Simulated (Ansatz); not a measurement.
**Ag in Ansatz: the effect of target pressure**

Ag:

```
Ag
1.0
    -1.61038    1.65353    1.61816
     1.65931   -1.66055    1.67410
     1.63933    1.68950   -1.62517
Ag
1
Direct
  0.00000 0.00000 0.00000
```

This isn't the form of Ag at room conditions, which is fcc.

The cell isn't the ideal one: cell sheared at random, sigma 0.01, atoms nudged by 0.01 Å.

Alike in all runs:

```yaml
Program: Ansatz 0.2.0
Task: relaxation of cell and atoms
Functional: r2SCAN
Potentials_or_basis: Ansatz PAW
Cutoff: "500 eV (not typed: the program's choice for these potentials)"
k_mesh: 11 × 11 × 11
Occupations: fermi-dirac, width 0.05 eV
Spin: no spin polarisation
```

Each run relaxes the cell or the atoms first.

| target pressure | relaxed volume (Å³/atom) |
| --- | --- |
| 0 GPa | 17.25 |
| 2 GPa | ? |
| 5 GPa | 16.52 |
| 10 GPa | 15.95 |
| 20 GPa | 15.11 |
| 30 GPa | 14.48 |

Task: What does the run with target pressure 2 GPa give?

Result: Relaxed volume 16.93 Å³/atom.

Worked out: In Murnaghan's law V^(-B') rises as a straight line in P. The other rows fit best with B' = 5.4, V0 = 17.25 Å³/atom and B0 = 103 GPa, which gives 16.93 Å³/atom at 2 GPa, against the run's 16.93.

Caveats: the plane-wave basis is chosen anew once the cell has moved, so the energies of steps on either side of that aren't comparable; the PAW data sets come from PBE, with cores solved anew for the run's functional, which leaves a small shift of forces and pressure; the volume moved by over 15 % at a fixed basis, so the end points are rough (some runs).
